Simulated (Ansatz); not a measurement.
# Hg: single point with PBE

The system is Hg.

```xyz
1
Lattice="0.0480 2.2785 2.5908 2.4058 -0.0019 2.6408 2.3210 2.2436 0.0829" Properties=species:S:1:pos:R:3 pbc="T T T"
Hg    0.0000    0.0000    0.0000
```

The cell isn't the ideal one: cell sheared at random, sigma 0.06, atoms nudged by 0.01 Å.

```json
{
 "Program": "Ansatz 0.2.0",
 "Task": "single point",
 "Functional": "PBE",
 "Potentials or basis": "all-electron LAPW, scalar-relativistic",
 "Cutoff": "191 eV (chosen from the basis error)",
 "Basis error allowed": "0.001 eV/atom",
 "k mesh": "10 × 9 × 10",
 "Occupations": "fermi-dirac, width 0.05 eV",
 "Spin": "no spin polarisation"
}
```

The pressure is 1.0 GPa and the band gap on the k mesh is none (metal or under the smearing width).

Stress tensor (GPa, compression positive):
```
 1.05 -0.09 -0.12
-0.09  0.86  0.12
-0.12  0.12  1.20
```

Levels at points of the mesh, in eV from the Fermi level:
| k point | band 14 | band 15 | band 16 | band 17 | band 18 | band 19 | band 20 | band 21 |
| --- | --- | --- | --- | --- | --- | --- | --- | --- |
| (0.00, 0.00, 0.00) | -6.38 | -6.32 | -6.18 | -5.82 | 12.60 | 12.87 | 13.64 | 14.60 |
| (0.00, 0.00, -0.50) | -6.30 | -5.63 | -5.50 | -1.30 | -0.69 | 9.15 | 11.61 | 13.13 |
| (-0.50, 0.00, 0.00) | -6.24 | -5.64 | -5.54 | -1.61 | -0.82 | 9.35 | 11.88 | 13.68 |
| (-0.50, 0.00, -0.50) | -5.66 | -5.61 | -5.33 | 0.87 | 0.96 | 5.28 | 6.74 | 9.76 |

Run time: 23 s on 1 thread of INTEL(R) XEON(R) PLATINUM 8581C CPU @ 2.30GHz (Emerald Rapids), with other jobs on the host, peak memory 0.62 GiB.

Spin-orbit coupling is left out, which matters for the levels of Hg.
